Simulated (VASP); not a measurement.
Runs of VASP 6.6.1 on Au. It takes space group Fm-3m (No. 225, cubic). Conventional cell: a = 4.070 Å, b = 4.070 Å, c = 4.070 Å, α = 90.00°, β = 90.00°, γ = 90.00°. Au (site symmetry m-3m) is surrounded by 12 Au at 2.88 Å. 

| level | gap on the mesh (eV) | pressure (GPa) | relaxed volume (Å³/atom) |
| --- | --- | --- | --- |
| PBEsol+D4 | none | 0.0 | (a) |
| revPBE+D3 | none | 0.0 | 17.40 |
| RPBE+D4 | none | 0.0 | 17.16 |
| RPBE+D3 | none | 0.1 | 18.12 |
| PBEsol+rVV10 | none | 0.0 | 16.91 |
| revPBE+D3(BJ) | none | 0.0 | (b) |
| RPBE+D3(BJ) | none | 0.0 | 14.96 |
| revPBE+D4 | none | 0.0 | 17.16 |

Alike in all rows: task relaxation of cell and atoms; potentials or basis VASP PAW PBE potentials, release 64 (Au); no spin polarisation; cell relaxed; k mesh 11 × 11 × 11; cutoff (eV) 600; smearing fermi-dirac 0.05 eV.

**Question.** Estimate the missing entries.

**Answer.** (a) 16.67; (b) 16.93.

Caveats: the PAW data sets were made with another functional, which shifts forces and pressure a little; pairwise dispersion overbinds metals, which lowers pressure and volume; the volume moved by -11 % from the deposited cell, more than functionals usually miss (some runs).

A k mesh can miss the band edges, and the runs leave out spin-orbit coupling on Au.

A gap of «none» marks a metal or a gap under the smearing width.

Runs at the PBE level aren't shown here.
